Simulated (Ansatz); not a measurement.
## Relaxation of HC28

These are results of Ansatz 0.2.0, DFT PBE, scalar-relativistic, plane waves, PAW, not measurements. (420 eV cutoff, 4×4×4 k-mesh, Gaussian smearing of 0.10 eV, no spin polarisation)

What was changed: H interstitial, charge +0, atoms relaxed.

In a supercell of 29 atoms the defect feels its periodic images, and the cell reads as a metal on the mesh, so a level in the gap can't be told from a carrier in the bands.

Spin polarisation was left out.

Command:

```bash
ansatz run input.yaml --threads 4 --pin off --max-ram 8192MiB --backend cpu --events-out ev --progress --plain --runs-dir out
```

Input:

```yaml
crystal:
  lattice:
    - [-4.9330325621, -4.2721315165, 0.0]
    - [1.2332581405, -6.4081972747, 0.0]
    - [-1.2332581405, -3.5601095971, 8.5756696909]
  atoms:
    - { symbol: C, position: [0.7967237854, 0.9395809283, 0.7526857867] }
    - { symbol: C, position: [0.9395809283, 0.5110094997, 0.7526857867] }
    - { symbol: C, position: [0.5110094997, 0.7967237854, 0.7526857867] }
    - { symbol: C, position: [0.6538666425, 0.3681523568, 0.7526857867] }
    - { symbol: C, position: [0.225295214, 0.6538666425, 0.7526857867] }
    - { symbol: C, position: [0.3681523568, 0.225295214, 0.7526857867] }
    - { symbol: C, position: [0.0824380711, 0.0824380711, 0.7526857867] }
    - { symbol: C, position: [0.4633938648, 0.6062510077, 0.7526755483] }
    - { symbol: C, position: [0.6062510077, 0.1776795791, 0.7526755483] }
    - { symbol: C, position: [0.1776795791, 0.4633938648, 0.7526755483] }
    - { symbol: C, position: [0.320536722, 0.0348224363, 0.7526755483] }
    - { symbol: C, position: [0.8919652934, 0.320536722, 0.7526755483] }
    - { symbol: C, position: [0.0348224363, 0.8919652934, 0.7526755483] }
    - { symbol: C, position: [0.7491081506, 0.7491081506, 0.7526755483] }
    - { symbol: C, position: [0.9651775637, 0.1080347066, 0.2473244517] }
    - { symbol: C, position: [0.1080347066, 0.679463278, 0.2473244517] }
    - { symbol: C, position: [0.679463278, 0.9651775637, 0.2473244517] }
    - { symbol: C, position: [0.8223204209, 0.5366061352, 0.2473244517] }
    - { symbol: C, position: [0.3937489923, 0.8223204209, 0.2473244517] }
    - { symbol: C, position: [0.5366061352, 0.3937489923, 0.2473244517] }
    - { symbol: C, position: [0.2508918494, 0.2508918494, 0.2473244517] }
    - { symbol: C, position: [0.6318476432, 0.774704786, 0.2473142133] }
    - { symbol: C, position: [0.774704786, 0.3461333575, 0.2473142133] }
    - { symbol: C, position: [0.3461333575, 0.6318476432, 0.2473142133] }
    - { symbol: C, position: [0.4889905003, 0.2032762146, 0.2473142133] }
    - { symbol: C, position: [0.0604190717, 0.4889905003, 0.2473142133] }
    - { symbol: C, position: [0.2032762146, 0.0604190717, 0.2473142133] }
    - { symbol: C, position: [0.9175619289, 0.9175619289, 0.2473142133] }
    - { symbol: H, position: [0.4910688018, 0.5142138419, 0.4941925761] }
basis:
  ecutwfc: 420
  xc_grid: 2
kpoints:
  mp_grid: { grid: [4, 4, 4], shift: [0.0, 0.0, 0.0] }
hamiltonian:
  xc: pbe
scf:
  occupations: { method: gaussian, width: 0.1 }
output:
  forces: true
  stress: false
  eigenvalues: true
  write_density: true
  write_potential: true
  elf: true
  volumetric_format: npy
relax:
  adjacent_minimum: "off"
  f_tol: 0.02
  max_steps: 60
```

F is the free energy.

At step 12 the energy rises: a step can overshoot before the optimiser corrects it.

Steps:

| step | F − F(1) (eV) | largest force component (eV/Å) |
| --- | --- | --- |
| 1 | 0.0000 | 0.143 |
| 2 | -0.0163 | 0.054 |
| 3 | -0.0417 | 0.117 |
| 4 | -0.0736 | 0.147 |
| 5 | -0.1084 | 0.142 |
| 6 | -0.1414 | 0.117 |
| 7 | -0.1689 | 0.079 |
| 8 | -0.1946 | 0.187 |
| 9 | -0.2724 | 0.881 |
| 10 | -0.5839 | 2.246 |
| 11 | -1.3710 | 2.407 |
| 12 | -0.7249 | 11.148 |
| 13 | -1.5895 | 1.219 |
| 14 | -1.6157 | 0.955 |
| 15 | -1.6316 | 0.066 |
| 16 | -1.6320 | 0.030 |
| 17 | -1.6321 | 0.002 |

Relaxed structure:

```xyz
29
Lattice="-4.9330 -4.2721 0.0000 1.2333 -6.4082 0.0000 -1.2333 -3.5601 8.5757" Properties=species:S:1:pos:R:3 pbc="T T T"
C    -3.7420  -12.0857    6.4839
C    -4.9754   -9.9493    6.4841
C    -2.5092   -9.9497    6.4839
C    -3.7425   -7.8134    6.4841
C    -1.2758   -7.8135    6.4809
C    -2.5091   -5.6771    6.4839
C    -1.2757   -3.5416    6.4841
C    -2.5096   -8.5258    6.4830
C    -3.7422   -6.3894    6.4838
C    -1.2757   -6.3887    6.4830
C    -2.5090   -4.2533    6.4838
C    -4.9755   -8.5255    6.4844
C    -0.0419   -8.5258    6.4830
C    -3.7423  -10.6616    6.4838
C    -4.9631   -5.6817    2.1145
C    -0.0430   -5.6659    2.0912
C    -2.5199   -9.9407    2.1145
C    -3.7373   -7.8100    2.0911
C    -1.2712   -7.8044    2.4676
C    -2.4968   -5.6549    2.1145
C    -1.2666   -3.5291    2.0911
C    -2.5341   -8.5346    2.1571
C    -3.7339   -6.3829    2.1092
C    -1.2720   -6.3457    2.1572
C    -2.5042   -4.2397    2.1092
C    -0.0380   -4.2443    2.0473
C    -1.2407   -2.1249    2.1571
C    -3.7418  -10.6546    2.1091
H    -1.2715   -7.8047    3.5972
```

The run converged. It took 9 min on 4 threads of AMD EPYC 7R13 Processor (Zen 3), with other jobs on the host, peak memory 1.4 GiB.